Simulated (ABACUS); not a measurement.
The system is ZrC.

```
Zr C
1.0
     0.00000    2.36500    2.36500
     2.36500    0.00000    2.36500
     2.36500    2.36500    0.00000
Zr C
1 1
Direct
  0.50000 0.50000 0.50000
  0.00000 0.00000 0.00000
```

Program: ABACUS 3.10.1. Alike in all runs: task single point; potentials or basis SG15 ONCV 1.2 PBE, DZP LCAO (the cutoffs set its grid); no spin polarisation; cell as given; k mesh 4 × 4 × 4; cutoff (eV) 1361; smearing fermi-dirac 0.05 eV; the mesh is coarse, so values aren't converged. Hardware: 8 threads of Intel(R) Xeon(R) Platinum 8375C CPU @ 2.90GHz (Ice Lake), on a shared host.

**Question.** Order these runs on this cell by their wall time, lowest first.
A. level PBE0-type (share 0.25); share of exact exchange 0.25; threshold of the auxiliary basis 0.001; range of the exchange potential (exx_ccp_rmesh_times) 2.5
B. level PBE0-type (share 0.4); share of exact exchange 0.4; threshold of the auxiliary basis 0.001; range of the exchange potential (exx_ccp_rmesh_times) 2.5
C. level PBE

**Answer.** C (10 s), A (230 s), B (690 s).

Caveats: all runs use coarse meshes; the atomic orbitals were generated for these runs and aren't a published set.
